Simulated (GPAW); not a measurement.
GaN, 2 atoms in the cell. The structure is cubic, space group F-43m (No. 216). The conventional cell has a = 4.507 Å, b = 4.507 Å, c = 4.507 Å, α = 90.00°, β = 90.00°, γ = 90.00°. Ga (site symmetry -43m) has 4 N at 1.95 Å as nearest neighbours. Around N (site symmetry -43m) lie 4 Ga at 1.95 Å. The cell is a database's computed one.

- Program: GPAW 26.7.0
- Task: equation of state
- Functional: PBEsol
- Dispersion: D3(BJ)
- Potentials or basis: PAW data sets generated in the run's folder for this functional
- Cutoff: 800 eV
- Basis: pw
- k mesh: 10 × 10 × 10
- Occupations: fermi-dirac, width 0.05 eV
- Spin: no spin polarisation
- Maxiter: 150
- Eos scales: [0.94, 0.96, 0.98, 1.0, 1.02, 1.04, 1.06]

Potentials or basis: PAW data sets generated in the run's folder for this functional, pw.

The run is started by

```console
$ gpaw-setup -f PBEsol Ga N
$ OMP_NUM_THREADS=1 python run.py
```

Hardware: 1 thread of Intel(R) Xeon(R) Platinum 8488C (Sapphire Rapids) (shared host).

Question: How long does it take, and how much memory?

Answer: It took 73 s on 1 thread of Intel(R) Xeon(R) Platinum 8488C (Sapphire Rapids), with other jobs on the host, peak memory 0.26 GiB. Counts: scf iterations 64, plane waves 1117, bands 11, k points 47.
